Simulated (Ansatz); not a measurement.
# TiO2: the cost of one run

Computed with Ansatz 0.2.0 (DFT r2SCAN, scalar-relativistic, plane waves, PAW, unless a step's input says otherwise).

A COD entry behind a cell of this session may itself be a prediction, so a difference from it is no test against experiment.

2 further runs of the same task are left out: 2 set aside as unsound or not needed. Runs told in other sessions of the task aren't counted.

### 1 Starting point

It takes space group P3_121 (No. 152, trigonal). Conventional cell: a = 5.562 Å, b = 5.562 Å, c = 6.060 Å, α = 90.00°, β = 90.00°, γ = 120.00°. Ti (site symmetry 2) is surrounded by 4 O at 1.81 Å. Around O (site symmetry 1) lie 2 Ti at 1.81 Å.

Coordinates:

```cif
data_structure
_symmetry_space_group_name_H-M 'P 1'
_symmetry_Int_Tables_number 1
_cell_length_a 5.5620
_cell_length_b 5.5620
_cell_length_c 6.0602
_cell_angle_alpha 90.000
_cell_angle_beta 90.000
_cell_angle_gamma 120.000
_cell_volume 162.36
loop_
_atom_site_label
_atom_site_type_symbol
_atom_site_fract_x
_atom_site_fract_y
_atom_site_fract_z
_atom_site_occupancy
Ti1 Ti 0.46617 0.00000 0.33333 1
Ti2 Ti 0.00000 0.46617 0.66667 1
Ti3 Ti 0.53383 0.53383 0.00000 1
O1 O 0.41894 0.27174 0.21360 1
O2 O 0.72826 0.14720 0.54693 1
O3 O 0.85280 0.58106 0.88027 1
O4 O 0.27174 0.41894 0.78640 1
O5 O 0.14720 0.72826 0.45307 1
O6 O 0.58106 0.85280 0.11973 1
```

This cell was relaxed beforehand with the same method: volume 18.04 Å³/atom, gap on the mesh 4.05 eV.

### 2 Zero of energy

The reference gives a free energy of -10937.7753 eV, pressure 0.01 GPa, largest force 0.004 eV/Å and gap on the mesh 4.05 eV. It was computed beforehand with the settings of the runs below.

### 3 Next: rattled cells

All atoms are moved at random with no net shift, in some cells together with a random strain.

### 4 At rms move = 0.159 Å

The input, input.yaml:

```yaml
crystal:
  lattice:
    - [5.5813635776, -0.0070589578, 0.0118624167]
    - [-2.7967950256, 4.8716767209, -0.0423199911]
    - [0.01292504, -0.04578209, 6.0872909963]
  atoms:
    - { symbol: Ti, position: [0.4455893089, 0.01344667, 0.3134093801] }
    - { symbol: Ti, position: [0.0254665415, 0.4561706956, 0.6663130828] }
    - { symbol: Ti, position: [0.5280817638, 0.521849954, -0.008998934] }
    - { symbol: O, position: [0.4120120383, 0.2786434668, 0.2158200284] }
    - { symbol: O, position: [0.7333470949, 0.155448203, 0.5958736043] }
    - { symbol: O, position: [0.8720631383, 0.5996357739, 0.8775048615] }
    - { symbol: O, position: [0.2669637061, 0.426044887, 0.7666272629] }
    - { symbol: O, position: [0.1566537795, 0.7214750561, 0.4563166086] }
    - { symbol: O, position: [0.5598226286, 0.8272852934, 0.1171341054] }
basis:
  ecutwfc: 500
kpoints:
  mp_grid: { grid: [6, 6, 4] }
hamiltonian:
  xc: r2scan
scf:
  occupations: { method: gaussian, width: 0.05 }
output:
  forces: true
  stress: true
  eigenvalues: true
```

Started as:

```
$ ansatz run input.yaml --threads 2 --pin off --max-ram 5120MiB --backend cpu --events-out ev --progress --plain --runs-dir out
```

**Question.** How long does this run take on 2 threads of AMD EPYC 9R45 (Zen 5), shared host, and how much memory does it need?

About 18 s, with a peak of 1.1 GiB.
